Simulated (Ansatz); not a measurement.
# KZnF3, response to strain

The reference is KZnF₃ in the cubic perovskite structure (space group Pm-3m, No. 221).

```
KZnF3
1.0
    4.05228     0.00000     0.00000
    0.00000     4.05228     0.00000
    0.00000     0.00000     4.05228
K Zn F
1 1 3
Direct
  0.00000   0.00000   0.00000
  0.50000   0.50000   0.50000
  0.50000   0.00000   0.50000
  0.00000   0.50000   0.50000
  0.50000   0.50000   0.00000
```

Cartesian axes are those of the cell as printed.

Strains are applied to the cell and any free atomic positions relax; under biaxial strain the out-of-plane vector relaxes too.

All numbers come from PBEsol in Ansatz (plane waves to 420 eV, PAW, spin-orbit coupling left out).

Notes on the quantities. energy relative to the base: free energy F; in-plane stress: mean in-plane stress (compression positive).

```json
[
 {"case": "base", "energy relative to the base": "0 meV/atom", "smallest direct gap": "5.52 eV", "shortest interatomic distance": "2.026 Å", "band gap": "3.71 eV", "in-plane stress": "–"},
 {"case": "biaxial strain +0.60 %, plane normal [001], relaxed out of plane", "energy relative to the base": "+0.4 meV/atom", "smallest direct gap": "5.46 eV", "shortest interatomic distance": "2.017 Å", "band gap": "3.66 eV", "in-plane stress": "-0.9 GPa"},
 {"case": "biaxial strain +1.20 %, plane normal [001], relaxed out of plane", "energy relative to the base": "+1.7 meV/atom", "smallest direct gap": "5.40 eV", "shortest interatomic distance": "2.008 Å", "band gap": "3.61 eV", "in-plane stress": "-1.7 GPa"},
 {"case": "biaxial strain +1.80 %, plane normal [001], relaxed out of plane", "energy relative to the base": "+3.7 meV/atom", "smallest direct gap": "5.33 eV", "shortest interatomic distance": "2.000 Å", "band gap": "3.57 eV", "in-plane stress": "-2.4 GPa"},
 {"case": "biaxial strain +2.40 %, plane normal [001], relaxed out of plane", "energy relative to the base": "[?]", "smallest direct gap": "[?]", "shortest interatomic distance": "[?]", "band gap": "[?]", "in-plane stress": "[?]"},
 {"case": "biaxial strain +3.00 %, plane normal [001], relaxed out of plane", "energy relative to the base": "+10 meV/atom", "smallest direct gap": "5.19 eV", "shortest interatomic distance": "1.984 Å", "band gap": "3.49 eV", "in-plane stress": "-3.8 GPa"}
]
```

Fill in the withheld entries from the trend.


- biaxial strain +2.40 %, plane normal [001], relaxed out of plane, energy relative to the base: +6.5 meV/atom
- biaxial strain +2.40 %, plane normal [001], relaxed out of plane, smallest direct gap: 5.26 eV
- biaxial strain +2.40 %, plane normal [001], relaxed out of plane, shortest interatomic distance: 1.992 Å
- biaxial strain +2.40 %, plane normal [001], relaxed out of plane, band gap: 3.53 eV
- biaxial strain +2.40 %, plane normal [001], relaxed out of plane, in-plane stress: -3.1 GPa

Whether these cells are dynamically stable was not tested. Many cubic perovskites are stable only at high temperature; tilts and polar distortions were not tested.

Ansatz is an electronic-structure program.
